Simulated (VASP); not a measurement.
# Y (P6_3/mmc) in VASP: further runs

Runs on Y. Level: LDA. Tasks: relaxation of cell and atoms, electrostatic potential.

Everything below comes from runs of VASP 6.6.1. Logs are shortened: lines on timing, memory, paths and dates and some standing lists are left out, and cuts for length are marked.

### 1 Starting point

It takes space group P6_3/mmc (No. 194, hexagonal). Conventional cell: a = 3.600 Å, b = 3.600 Å, c = 5.620 Å, α = 90.00°, β = 90.00°, γ = 120.00°. Y (site symmetry -6m2) is surrounded by 12 Y at 3.50 to 3.60 Å.

The cell was built by a generator and needn't be a form met in nature.

### 2 Relaxation of cell and atoms, LDA

Contents of INCAR:

```
SYSTEM = Y
PREC = Accurate
ENCUT = 600
EDIFF = 1E-6
ISMEAR = 1
SIGMA = 0.1
LREAL = .FALSE.
LASPH = .TRUE.
NELM = 120
ALGO = Normal
ISIF = 3
LWAVE = .FALSE.
LCHARG = .FALSE.
IBRION = 2
NSW = 60
EDIFFG = -0.005
```

Contents of KPOINTS:

```
regular mesh
0
G
  14 14 8
  0 0 0
```

Contents of POSCAR:

```
Y
1.0
    3.6000000000      0.0000000000      0.0000000000
   -1.8000000000      3.1176914500      0.0000000000
    0.0000000000      0.0000000000      5.6200000000
Y
2
Direct
    0.3333333300      0.6666666700      0.2500000000
    0.6666666700      0.3333333300      0.7500000000
```

Potentials or basis: VASP PAW LDA potentials, release 64 (Y_sv).

Command:

```sh
> cat potpaw_LDA.64/Y_sv/POTCAR > POTCAR
> mpirun -np 1 vasp_std > vasp.out
```

OUTCAR:

```text
SYSTEM = Y
   PREC = Accurate
   ENCUT = 600
   EDIFF = 1E-6
   ISMEAR = 1
   LREAL = .FALSE.
   LASPH = .TRUE.
   NELM = 120
   ISIF = 3
   IBRION = 2
   NSW = 60
   EDIFFG = -0.005

 ion  position               nearest neighbor table
   1  0.333  0.667  0.250-   2 3.50   2 3.50   2 3.50   2 3.50   2 3.50   2 3.50
   2  0.667  0.333  0.750-   1 3.50   1 3.50   1 3.50   1 3.50   1 3.50   1 3.50

  LATTYP: Found a hexagonal cell.
 ALAT       =     3.6000000000
 C/A-ratio  =     1.5611111111

  Lattice vectors:

 A1 = (   3.6000000000,   0.0000000000,   0.0000000000)
 A2 = (  -1.8000000000,   3.1176914500,   0.0000000000)
 A3 = (   0.0000000000,   0.0000000000,   5.6200000000)

Analysis of symmetry for initial positions (statically):
=====================================================================
 Subroutine PRICEL returns:
 Original cell was already a primitive cell.

 Routine SETGRP: Setting up the symmetry group for a
 hexagonal supercell.

 Subroutine GETGRP returns: Found 24 space group operations
 (whereof 12 operations were pure point group operations)
 out of a pool of 24 trial point group operations.

The static configuration has the point symmetry D_3d.
 The point group associated with its full space group is D_6h.

Analysis of symmetry for dynamics (positions and initial velocities):
=====================================================================
 Subroutine PRICEL returns:
 Original cell was already a primitive cell.

 Routine SETGRP: Setting up the symmetry group for a
 hexagonal supercell.

 Subroutine GETGRP returns: Found 24 space group operations
 (whereof 12 operations were pure point group operations)
 out of a pool of 24 trial point group operations.

The dynamic configuration has the point symmetry D_3d.
 The point group associated with its full space group is D_6h.

 Subroutine INISYM returns: Found 24 space group operations
 (whereof 12 operations are pure point group operations),
 and found     1 'primitive' translations

----------------------------------------------------------------------------------------

                                     Primitive cell

  volume of cell :      63.0771

  direct lattice vectors                    reciprocal lattice vectors
     3.600000000  0.000000000  0.000000000     0.277777778  0.160375075  0.000000000
    -1.800000000  3.117691450  0.000000000     0.000000000  0.320750150  0.000000000
     0.000000000  0.000000000  5.620000000     0.000000000  0.000000000  0.177935943

  length of vectors
     3.600000000  3.599999997  5.620000000     0.320750150  0.320750150  0.177935943

  position of ions in fractional coordinates (direct lattice)
     0.333333330  0.666666670  0.250000000
     0.666666670  0.333333330  0.750000000

  ion indices of the primitive-cell ions
   primitive index   ion index
                 1           1
                 2           2

----------------------------------------------------------------------------------------

 KPOINTS: regular mesh

Automatic generation of k-mesh.
 Grid dimensions read from file:
 generate k-points for:   14   14    8

 Generating k-lattice:

  Cartesian coordinates                     Fractional coordinates (reciprocal lattice)
     0.019841270  0.011455362  0.000000000     0.071428571  0.000000000  0.000000000
     0.000000000  0.022910725  0.000000000     0.000000000  0.071428571  0.000000000
     0.000000000  0.000000000  0.022241993     0.000000000  0.000000000  0.125000000

  Length of vectors
     0.022910725  0.022910725  0.022241993

  Shift w.r.t. Gamma in fractional coordinates (k-lattice)
     0.000000000  0.000000000  0.000000000

 Subroutine IBZKPT returns following result:
 ===========================================

 Found    120 irreducible k-points:

 Following reciprocal coordinates:
            Coordinates               Weight
  0.000000  0.000000  0.000000      1.000000
  0.071429 -0.000000  0.000000      6.000000
  0.142857  0.000000  0.000000      6.000000
  0.214286 -0.000000  0.000000      6.000000
  0.285714 -0.000000  0.000000      6.000000
  0.357143 -0.000000  0.000000      6.000000
[... 16 lines left out ...]
  0.285714  0.285714  0.000000      6.000000
  0.357143  0.285714  0.000000      6.000000
 [... further k-points ...]
   k-points           NKPTS =    120   k-points in BZ     NKDIM =    120   number of bands    NBANDS=     15
   number of dos      NEDOS =    301   number of ions     NIONS =      2
   total plane-waves  NPLWV =  43200
   dimension x,y,z NGX =    30 NGY =   30 NGZ =   48
   dimension x,y,z NGXF=    60 NGYF=   60 NGZF=   96
   ions per type =               2
   NGX,Y,Z   is equivalent  to a cutoff of  13.85, 13.85, 14.20 a.u.
   NGXF,Y,Z  is equivalent  to a cutoff of  27.71, 27.71, 28.40 a.u.
 SYSTEM =  Y
   PREC   = accura    normal or accurate (medium, high low for compatibility)
   ISTART =      0    job   : 0-new  1-cont  2-samecut
   ICHARG =      2    charge: 1-file 2-atom 10-const
   ISPIN  =      1    spin polarized calculation?
   LNONCOLLINEAR =      F non collinear calculations
   LSORBIT =      F    spin-orbit coupling
   LASPH  =      T    aspherical Exc in radial PAW
   ENCUT  =  600.0 eV  44.10 Ry    6.64 a.u.   7.19  7.19 11.22*2*pi/ulx,y,z
   NELM   =    120;   NELMIN=  2; NELMDL= -5     # of ELM steps
   EDIFF  = 0.1E-05   stopping-criterion for ELM
   LREAL  =      F    real-space projection
   EDIFFG = -.5E-02   stopping-criterion for IOM
   NSW    =     60    number of steps for IOM
   IBRION =      2    ionic relax: 0-MD 1-quasi-New 2-CG
   NFREE  =      1    steps in history (QN), initial steepest desc. (CG)
   ISIF   =      3    stress and relaxation
   ISYM   =      2    0-nonsym 1-usesym 2-fastsym
   POTIM  = 0.5000    time-step for ionic-motion
   TEBEG  =    0.0;   TEEND  =   0.0 temperature during run
   PSTRESS=    0.0 pullay stress
   NELECT =      22.0000    total number of electrons
   NUPDOWN=      -1.0000    fix difference up-down
   EMIN   =  10.00;   EMAX   =-10.00  energy-range for DOS
   EFERMI =   0.00;   METHOD = LEGACY
   ISMEAR =     1;   SIGMA  =   0.10  broadening in eV -4-tet -1-fermi 0-gaus
   EFERMI_NEDOS =   21; number of points for ismear=-14 and -15
   IALGO  =     38    algorithm
   IMIX   =      4    mixing-type and parameters
     AMIX     =   0.40;   BMIX     =  1.00
     AMIX_MAG =   1.60;   BMIX_MAG =  1.00
  volume/ion in A,a.u.               =      31.54       212.83
  Fermi-wavevector in a.u.,A,eV,Ry     =   1.152369  2.177663 18.067930  1.327955
  Thomas-Fermi vector in A             =   2.289021
   LORBIT       =      0    0 simple, 1 ext, 2 COOP (PROOUT), +10 PAW based schemes
   GGA     = CA    functional components
   LHFCALC =     F    Hartree Fock is set to
   AEXX    =    0.0000 exact exchange contribution
   IVDW    =     0    specifies the selected vdW correction
   LEPSILON=     F    determine dielectric tensor
   LRPA    =     F    only Hartree local field effects (RPA)
 conjugate gradient relaxation of ions
 non-spin polarized calculation
 Methfessel and Paxton  Order N= 1 SIGMA  =   0.10
  energy-cutoff  :      600.00
  volume of cell :       63.08
 maximum number of plane-waves:      2129
 NGX is ok and might be reduce to    30
   NGX = 15   NGY = 15   NGZ = 23

--------------------------------------- Ionic step        1  -------------------------------------------

 number of electron      21.9999999 magnetization

 Free energy of the ion-electron system (eV)
  ---------------------------------------------------
  ext. energy  EPLUGINS =         0.00000000
  ---------------------------------------------------
  free energy    TOTEN  =       -13.86975326 eV

  energy without entropy =      -13.87176611  energy(sigma->0) =      -13.87042421

 E-fermi :   3.0268     XC(G=0):  -9.8009

 val. band max:        3.0232173441   @ k =   0.2857   0.2143   0.2500
 cond. band min:       3.0302651140   @ k =   0.2143   0.1429   0.1250
 fundamental gap:      0.0070477699
 Fermi energy:         3.0268392921

 k-point     1 :       0.0000    0.0000    0.0000
  band No.  band energies     occupation
      1     -39.3339      2.00000
      2     -39.2423      2.00000
      3     -19.7944      2.00000
      4     -19.2424      2.00000
      5     -19.2424      2.00000
      6     -19.1364      2.00000
      7     -19.1364      2.00000
      8     -19.0917      2.00000
      9      -1.7103      2.00000
     10       1.0922      2.00000
     11       4.1571     -0.00000
     12       4.7440     -0.00000
     13       4.7440     -0.00000
     14       5.1044      0.00000
     15       5.3837      0.00000
[... 397 lines left out ...]
 k-point    24 :       0.3571    0.2857    0.0000
  band No.  band energies     occupation
      1     -39.2446      2.00000
      2     -39.2372      2.00000
      3     -19.6048      2.00000
      4     -19.4899      2.00000
      5     -19.4895      2.00000
      6     -19.4085      2.00000
      7     -19.3562      2.00000
      8     -19.3518      2.00000
      9       2.2084      2.00000
     10       2.2276      2.00000
     11       2.4855      2.00000
     12       2.5857      2.00000
     13       4.0825     -0.00000
     14       4.1856     -0.00000
     15       5.3902      0.00000

 [... further k-points ...]

------------------------ aborting loop because EDIFF is reached ----------------------------------------

  FORCE on cell =-STRESS in cart. coord.  units (eV):
  Direction    XX          YY          ZZ          XY          YZ          ZX
  --------------------------------------------------------------------------------------
  -------------------------------------------------------------------------------------
  Total       -0.8452607     -0.8452607     -1.0613951      0.0000000     -0.0000000      0.0000000
  in kB      -21.4698640    -21.4698640    -26.9597400      0.0000000     -0.0000000      0.0000000
  external PRESSURE =     -23.2998227 kB  Pullay stress =       0.0000000 kB
[... 89 lines left out ...]
  FREE ENERGIE OF THE ION-ELECTRON SYSTEM (eV)
  ---------------------------------------------------
  free  energy   TOTEN  =       -13.8961740376 eV

  energy  without entropy=      -13.8982382898  energy(sigma->0) =      -13.89686212

[... ionic steps 4 to 7 ...]

--------------------------------------- Ionic step        8  -------------------------------------------

 number of electron      22.0000001 magnetization

------------------------ aborting loop because EDIFF is reached ----------------------------------------

  FORCE on cell =-STRESS in cart. coord.  units (eV):
  Direction    XX          YY          ZZ          XY          YZ          ZX
  --------------------------------------------------------------------------------------
  -------------------------------------------------------------------------------------
  Total       -0.0147866     -0.0147866     -0.0128995      0.0000000      0.0000000      0.0000000
  in kB       -0.3968378     -0.3968378     -0.3461921      0.0000000      0.0000000      0.0000000
  external PRESSURE =      -0.3799559 kB  Pullay stress =       0.0000000 kB
[... 57 lines left out ...]
  energy  without entropy=      -13.8983884887  energy(sigma->0) =      -13.89693724

--------------------------------------- Ionic step       10  -------------------------------------------

 number of electron      22.0000001 magnetization

 Free energy of the ion-electron system (eV)
  ---------------------------------------------------
  ext. energy  EPLUGINS =         0.00000000
  ---------------------------------------------------
  free energy    TOTEN  =       -13.89621569 eV

  energy without entropy =      -13.89838135  energy(sigma->0) =      -13.89693758

 E-fermi :   3.3213     XC(G=0): -10.0256

 val. band max:        3.3197525228   @ k =   0.2857   0.2143   0.2500
 cond. band min:       3.3276645650   @ k =   0.4286  -0.0000   0.1250
 fundamental gap:      0.0079120422
 Fermi energy:         3.3212839158

 k-point     1 :       0.0000    0.0000    0.0000
  band No.  band energies     occupation
      1     -38.9219      2.00000
      2     -38.8027      2.00000
      3     -19.4693      2.00000
      4     -18.8045      2.00000
      5     -18.8045      2.00000
      6     -18.6748      2.00000
      7     -18.6748      2.00000
      8     -18.6181      2.00000
      9      -1.5002      2.00000
     10       1.2964      2.00000
     11       4.6929     -0.00000
     12       5.0655     -0.00000
     13       5.0655     -0.00000
     14       5.5146      0.00000
     15       5.7681      0.00000
[... 397 lines left out ...]
 k-point    24 :       0.3571    0.2857    0.0000
  band No.  band energies     occupation
      1     -38.8084      2.00000
      2     -38.7988      2.00000
      3     -19.2362      2.00000
      4     -19.0962      2.00000
      5     -19.0941      2.00000
      6     -19.0045      2.00000
      7     -18.9359      2.00000
      8     -18.9308      2.00000
      9       2.3918      2.00000
     10       2.5038      2.00000
     11       2.7548      2.00000
     12       2.8877      2.00000
     13       4.4236     -0.00000
     14       4.5546     -0.00000
     15       5.8323      0.00000

 [... further k-points ...]

------------------------ aborting loop because EDIFF is reached ----------------------------------------

  FORCE on cell =-STRESS in cart. coord.  units (eV):
  Direction    XX          YY          ZZ          XY          YZ          ZX
  --------------------------------------------------------------------------------------
  -------------------------------------------------------------------------------------
  Total        0.0097630      0.0097630      0.0057230      0.0000000      0.0000000      0.0000000
  in kB        0.2623383      0.2623383      0.1537804      0.0000000      0.0000000      0.0000000
  external PRESSURE =       0.2261524 kB  Pullay stress =       0.0000000 kB
[... 17 lines left out ...]
  FREE ENERGIE OF THE ION-ELECTRON SYSTEM (eV)
  ---------------------------------------------------
  free  energy   TOTEN  =       -13.8962156930 eV

  energy  without entropy=      -13.8983813520  energy(sigma->0) =      -13.89693758

 reached required accuracy - stopping structural energy minimisation
```

Wall time 11 min (1 thread of Intel Xeon Platinum 8559C (Emerald Rapids), shared host); peak memory 0.28 GiB.

Results:

```yaml
Free_energy: -13.8962 eV
Relaxed_volume: 29.81 Å³/atom
Relaxed_cell: a = 3.541 Å, b = 3.541 Å, c = 5.491 Å, α = 90.00°, β = 90.00°, γ = 120.00°
Space_group_after_relaxing_to_0.05_Å: P6_3/mmc (No. 194)
Energy_gained_by_relaxing: 13.2 meV/atom
Ionic_steps: 10
Pressure_after_relaxing: 0.0 GPa
Band_gap_on_the_k_mesh: none (metal or under the smearing width)
```

The path:
```csv
step,energy change (eV),largest force (eV/Å),pressure (GPa),volume (Å³)
1,0.0000,0.0000,-2.33,63.08
2,-0.0254,0.0000,0.50,58.98
3,-0.0264,0.0000,0.03,59.62
4,-0.0264,0.0000,-0.05,59.69
5,-0.0264,0.0000,-0.04,59.69
6,-0.0264,0.0000,-0.05,59.71
7,-0.0265,0.0000,-0.04,59.70
8,-0.0265,0.0000,-0.04,59.70
9,-0.0265,0.0000,-0.04,59.70
10,-0.0265,0.0000,0.02,59.63
```

Final structure:
```xyz
2
Lattice="3.5409 0.0000 0.0000 -1.7704 3.0665 0.0000 0.0000 0.0000 5.4913" Properties=species:S:1:pos:R:3 pbc="T T T"
Y     0.0000    2.0443    1.3728
Y     1.7704    1.0222    4.1185
```

### 3 Electrostatic potential, LDA

This run uses another cell than the first one, of 29.81 Å³/atom, 0.945 times its volume.

Contents of INCAR:

```
PREC = Accurate ; ENCUT = 520
EDIFF = 1E-6 ; ISMEAR = 1
SIGMA = 0.1 ; LREAL = F
LASPH = T ; NELM = 60
ALGO = Normal ; ISIF = 2
LWAVE = F ; LCHARG = T
LVHAR = T
```

Contents of KPOINTS:

```
Automatic mesh
0
Gamma
  14 14 8
```

Contents of POSCAR:

```
Y                                       
1.0
    3.5408950821      0.0000000000      0.0000000000
   -1.7704475411      3.0665050898     -0.0000000000
   -0.0000000000     -0.0000000000      5.4912761485
  Y             
     2
Direct
     0.3333333300000021    0.6666666699999979    0.2500000000000000
     0.6666666699999979    0.3333333300000021    0.7500000000000000
```

Potentials or basis: VASP PAW LDA potentials, release 64 (Y_sv).

Command:

```sh
> cat potpaw_LDA.64/Y_sv/POTCAR > POTCAR
> mpirun -np 1 vasp_std > vasp.out
```

Wall time 1.7 min (1 thread of Intel Xeon Platinum 8559C (Emerald Rapids), shared host); peak memory 0.23 GiB.

The run converged. Its results:

- Free energy: -13.8960 eV
- Pressure: 0.0 GPa
- Band gap on the k mesh: none (metal or under the smearing width)

Levels at points of the mesh, in eV from the Fermi level:
```
           k point  band 9  band 10  band 11  band 12  band 13  band 14
(0.00, 0.00, 0.00)   -4.82    -2.02     1.37     1.74     1.74     2.19
(0.50, 0.00, 0.00)   -1.73    -1.40    -0.96     0.08     1.40     1.60
(0.00, 0.00, 0.50)   -3.24    -3.24     1.02     1.02     1.64     1.64
(0.50, 0.00, 0.50)   -1.82    -1.82     0.04     0.04     1.70     1.70
```
